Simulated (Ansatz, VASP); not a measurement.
One calculation of Co, two programs

```xyz
2
Lattice="2.5090 0.0000 0.0000 -1.2545 2.1729 0.0000 0.0000 0.0000 4.0646" Properties=species:S:1:pos:R:3 pbc="T T T"
Co    0.0000    1.4486    1.0162
Co    1.2545    0.7243    3.0485
```

Alike in both runs: task relaxation of cell and atoms; functional PBEsol; k mesh 17 × 17 × 9; occupations fermi-dirac, width 0.1 eV; collinear spin.

|  | VASP | Ansatz |
| --- | --- | --- |
| version | VASP 6.6.1 | Ansatz 0.2.0 |
| potentials or method | VASP PAW PBE potentials, release 64 (Co) | PAW with Ansatz's default frozen-core files, scalar-relativistic |
| plane-wave cutoff (eV) | 600 | 420 |
| valence electrons in the cell | 18 | 34 |

VASP gave:

- net moment per atom (μB): 1.56
- size of the moment on the site where the two differ most (μB): 1.57
- relaxed volume (Å³/atom): 10.34
- relaxed cell length with the largest relative difference (Å): 3.966
- energy change over the relaxation (meV/atom): -35

Which values does Ansatz return?

net moment per atom (μB): 1.57; size of the moment on the site where the two differ most (μB): 1.63; relaxed volume (Å³/atom): 10.38; relaxed cell length with the largest relative difference (Å): 3.971; energy change over the relaxation (meV/atom): -31.

Site moments also hang on the region over which each program counts them. The two sets of potentials don't hold the same shells in valence.

Caveats: the PAW data sets were made with another functional, which shifts forces and pressure a little (VASP).
